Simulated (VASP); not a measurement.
Here is a VASP 6.6.1 calculation.

INCAR

```
PREC = Accurate ; ENCUT = 520
EDIFF = 1E-6 ; ISMEAR = -1
SIGMA = 0.1 ; LREAL = F
LASPH = T ; NELM = 60
ALGO = Normal ; ISIF = 2
LWAVE = F ; LCHARG = F
GGA = B5 ; ALDAX = 1.0
AGGAX = 1.0 ; AGGAC = 1.0
ALDAC = 0.0 ; NBANDS = 8
```

Contents of KPOINTS:

```
regular mesh
0
Gamma
  14 14 14
```

POSCAR

```
Si
1.0
    2.6568076021      0.0000000000      0.0000000000
    0.0000000000      2.6568076021      0.0000000000
    0.0000000000      0.0000000000      2.6568076021
Si
1
Direct
    0.0000000000      0.0000000000      0.0000000000
```

Potentials or basis: VASP PAW PBE potentials, release 64 (Si).

Run with:

```sh
$ cat potpaw_PBE.64/Si/POTCAR > POTCAR
$ mpirun -np 1 vasp_std > vasp.out
```

Q: Estimate the band gap on the k mesh.

A: None (metal or under the smearing width).

Q: What does it give for the pressure?

A: -4.5 GPa.

Caveat: the PAW data sets were made with another functional, which shifts forces and pressure a little.
